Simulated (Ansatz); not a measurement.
A run of Ansatz 0.2.0 is set up as follows.

input.yaml

```yaml
crystal:
  lattice:
    - [0.0, 3.15085, 3.15085]
    - [3.15085, 0.0, 3.15085]
    - [3.15085, 3.15085, 0.0]
  atoms:
    - { symbol: Te, position: [0.5, 0.5, 0.5] }
    - { symbol: Sn, position: [0.0, 0.0, 0.0] }
hamiltonian:
  xc: r2scan
  pseudopotentials: { kind: paw }
kpoints:
  mp_grid: { grid: [7, 7, 7] }
  band_path:
    path:
      - [[0.0, 0.0, 0.0], [0.5, 0.0, 0.5], [0.5, 0.25, 0.75], [0.375, 0.375, 0.75], [0.0, 0.0, 0.0], [0.5, 0.5, 0.5], [0.625, 0.25, 0.625], [0.5, 0.25, 0.75], [0.5, 0.5, 0.5], [0.375, 0.375, 0.75]]
      - [[0.625, 0.25, 0.625], [0.5, 0.0, 0.5]]
    npoints: 14
scf:
  occupations: { method: fermi_dirac, width: 0.05 }
  n_extra_bands: 6
output:
  forces: true
  stress: true
  eigenvalues: true
  fatbands: false
```

Potentials or basis: Ansatz PAW.

The run is started by

```sh
$ ansatz run input.yaml --threads 2 --pin off --max-ram 5120MiB --backend cpu --events-out ev --progress --plain --runs-dir out
```

What does it give for the pressure?

1.5 GPa.

Predict the band gap along the path.

0.03 eV, direct.

Levels at the corners of the path, in eV from the Fermi level:
```
point  band 13  band 14  band 15  band 16  band 17  band 18
    Γ    -2.56    -2.56    -2.56     3.37     3.37     3.37
    X    -6.05    -4.19    -4.19     2.25     5.04     5.04
    W    -5.29    -5.29    -1.10     0.77     4.77     4.77
    K    -5.65    -3.67    -3.01     2.98     3.16     4.34
    Γ    -2.56    -2.56    -2.56     3.37     3.37     3.37
    L    -2.19    -2.19     0.02     0.05     0.21     0.21
    U    -5.65    -3.67    -3.01     2.98     3.16     4.34
    W    -5.29    -5.29    -1.10     0.77     4.77     4.77
    L    -2.19    -2.19     0.02     0.05     0.21     0.21
    K    -5.65    -3.67    -3.01     2.98     3.16     4.34
    U    -5.65    -3.67    -3.01     2.98     3.16     4.34
    X    -6.05    -4.19    -4.19     2.25     5.04     5.04
```

Caveat: this odd mesh misses L, where the gap lies, so gap, dielectric constants and Born charges aren't listed; spin-orbit coupling is left out, which moves the levels of the heavy elements; the PAW data sets come from PBE, with cores solved anew for the run's functional, which leaves a small shift of forces and pressure.

**What was measured.**

From a printed reference work, textbook, for a bulk crystal of SnTe at 300 K: band gap 0.18 eV (direct).

Against the measured gap of SnTe, 0.18 eV (direct; 300 K; a printed reference work, textbook), the calculated 0.03 eV is off by -0.15 eV. Spin-orbit coupling on Sn, Te is left out. The value is that of r2SCAN, without temperature or zero-point motion.
